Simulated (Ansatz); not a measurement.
# SrO: equation of state

An exercise on one series of results from a longer session: the logs are not shown, and one member is left open.

Method: DFT LDA, scalar-relativistic, in Ansatz 0.2.0.

### The structure to begin with

It takes space group Fm-3m (No. 225, cubic). Conventional cell: a = 5.140 Å, b = 5.140 Å, c = 5.140 Å, α = 90.00°, β = 90.00°, γ = 90.00°. Sr (site symmetry m-3m) has 6 O at 2.57 Å as nearest neighbours. Around O (site symmetry m-3m) lie 6 Sr at 2.57 Å.

Structure file:

```
CELL_PARAMETERS angstrom
0.00000 2.56980 2.56980
2.56980 0.00000 2.56980
2.56980 2.56980 0.00000
ATOMIC_POSITIONS crystal
Sr 0.00000 0.00000 0.00000
O 0.50000 0.50000 0.50000
```

Atoms are numbered in the order of the input: Sr1, O2.

The first run:

Input file input.yaml:

```yaml
crystal:
  lattice:
    - [0.0, 2.5350687154, 2.5350687154]
    - [2.5350687154, 0.0, 2.5350687154]
    - [2.5350687154, 2.5350687154, 0.0]
  atoms:
    - { symbol: Sr, position: [0.0, 0.0, 0.0] }
    - { symbol: O, position: [0.5, 0.5, 0.5] }
kpoints:
  mp_grid: { grid: [8, 8, 8] }
  band_path:
    path:
      - [0.0, 0.0, 0.0]
      - [0.5, 0.0, 0.5]
      - [0.625, 0.25, 0.625]
      - [0.375, 0.375, 0.75]
      - [0.0, 0.0, 0.0]
      - [0.5, 0.5, 0.5]
      - [0.5, 0.25, 0.75]
      - [0.5, 0.0, 0.5]
    npoints: 5
scf:
  occupations: { method: fermi_dirac, width: 0.02 }
hamiltonian:
  xc: lda
  pseudopotentials: { kind: all_electron, lapw: { basis_error: 0.00025 } }
output:
  forces: true
  stress: true
  eigenvalues: true
```

The run is started by

```bash
> ansatz run input.yaml --threads 1 --pin off --max-ram 3072MiB --backend cpu --events-out ev --progress --plain --runs-dir out
```

Among the steps run: Volume × 0.96, LAPW; Volume × 0.96, PAW; Volume × 0.96, crystal datasets; Volume × 0.99, LAPW; Volume × 0.99, PAW; Volume × 0.99, crystal datasets; Volume × 1.02, LAPW; Volume × 1.02, PAW; Volume × 1.02, crystal datasets; Volume × 1.06, LAPW; Volume × 1.06, PAW; Volume × 1.06, crystal datasets.

One table of the session follows, with a row left open; its other results are not shown here.

It belongs to the step «Fits». 

```
          method  volume (Å³/atom)  pressure (GPa)  gap on the k mesh (eV)
            LAPW            16.292               ?                       ?
            LAPW            16.801           -3.30                    3.15
            LAPW            17.310           -5.78                    3.17
            LAPW            17.989           -8.48                    3.19
             PAW            16.292           -0.36                    3.13
             PAW            16.801           -3.31                    3.15
             PAW            17.310           -5.78                    3.17
             PAW            17.989           -8.49                    3.19
crystal datasets            16.292           -0.35                    3.13
crystal datasets            16.801           -3.30                    3.15
crystal datasets            17.310           -5.78                    3.17
crystal datasets            17.989           -8.48                    3.19
```

Estimate the missing values for LAPW, 16.292.

**Answer.** pressure (GPa): -0.35; gap on the k mesh (eV): 3.12.

To keep in mind: Warnings in the runs' records: gradients without spin orbit, crystal datasets made.
